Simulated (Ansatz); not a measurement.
Working through a test of the smearing width of MoP, space group P-6m2

With Ansatz 0.2.0 through its Python package.

Notebook, run cell by cell (the value of a cell's last expression is shown):

```python
import warnings

import ansatz as az
from ase import Atoms
import matplotlib.pyplot as plt
```

```python
config = {
    "xc": "pbe",
    "vdw": "D3(BJ)",
    "mesh": (12, 12, 10),
}
```

```python
warnings.simplefilter("ignore", az.DeckWarning)
```

```python
atoms = Atoms(
    ["Mo", "P"],
    scaled_positions=[
        [0.0, 0.0, 0.0],
        [1 / 3, 2 / 3, 0.5],
    ],
    cell=[
        [3.223, 0.0, 0.0],
        [-1.6115, 2.7912, 0.0],
        [0.0, 0.0, 3.191],
    ],
    pbc=True,
)
crystal = az.Crystal.from_ase(atoms)
```

```python
calc = (
    crystal.calculation()
    .functional(config["xc"], dispersion=config["vdw"])
    .pseudopotentials("paw")
    .kpoints(mesh=config["mesh"], center="gamma")
    .forces()
    .stress()
)
```

```python
rows = []
for value in [0.3, 0.2, 0.1, 0.05]:
    data = calc.occupations("gaussian", width=value).run(threads=1, backend="cpu").report
    rows.append((value, data["free_energy_ev"] / len(data["lattice"]["sites"]), data["n_iterations"], sum(data["stress_gpa"][i][i] for i in range(3)) / 3, max(abs(f) for row in data["forces_ev_ang"] for f in row), data["n_kpoints"]))
```

```python
print("  width (eV)   F/atom (eV)    iterations       P (GPa)  max component (eV/A)      k-points")
for row in rows:
    print(f"{str(row[0]):>12s}  {row[1]:12.5f}  {row[2]:12d}  {row[3]:12.3f}  {row[4]:20.4f}  {row[5]:12d}")

# differences from the last row
for row in rows[:-1]:
    shift = 1000 * (row[1] - rows[-1][1])
    print(f"{row[0]}: {shift:+.2f} meV/atom" + ("  (within 1 meV)" if abs(shift) < 1 else ""))
plt.figure(figsize=(4.5, 3))
plt.plot([str(row[0]) for row in rows], [1000 * (row[1] - rows[-1][1]) for row in rows], "o-")
plt.xlabel("width (eV)")
plt.ylabel("F - F(last) (meV/atom)")
plt.tight_layout()
plt.savefig("smear.png", dpi=100)
```

      width (eV)   F/atom (eV)    iterations       P (GPa)  max component (eV/A)      k-points
             0.3   -2857.16979             6        -4.407                0.0000           114
             0.2   -2857.16443             6        -4.507                0.0000           114
             0.1   -2857.16116             6        -4.572                0.0000           114
            0.05   -2857.16035             6        -4.591                0.0000           114
    0.3: -9.44 meV/atom
    0.2: -4.08 meV/atom
    0.1: -0.82 meV/atom  (within 1 meV)

Going from 0.05 to 0.3 eV changes F by -9.4 meV an atom. With this scheme F falls roughly as the square of the width; the report's estimate for zero width (energy_sigma0_ev) moves by only -0.2 meV. The pressure moves from -4.59 to -4.41 GPa.

No spin polarisation was allowed. Dispersion corrections can be off by several per cent in the lattices of metals, and by several GPa in the pressure at a fixed cell. The free energy holds a sizeable smearing term, which stands for no physical temperature. Forces vanish by symmetry here and test nothing. The narrowest width needs the finest mesh, so the last row is no converged reference. Pressure is positive in compression. The structure is a deposited one; some such entries were measured under pressure or heat, so a shift against it needn't be the functional's error alone. Timing: 13 s on 1 thread of Intel(R) Xeon(R) Processor @ 2.30GHz, on a shared host, peak memory 0.57 GiB.
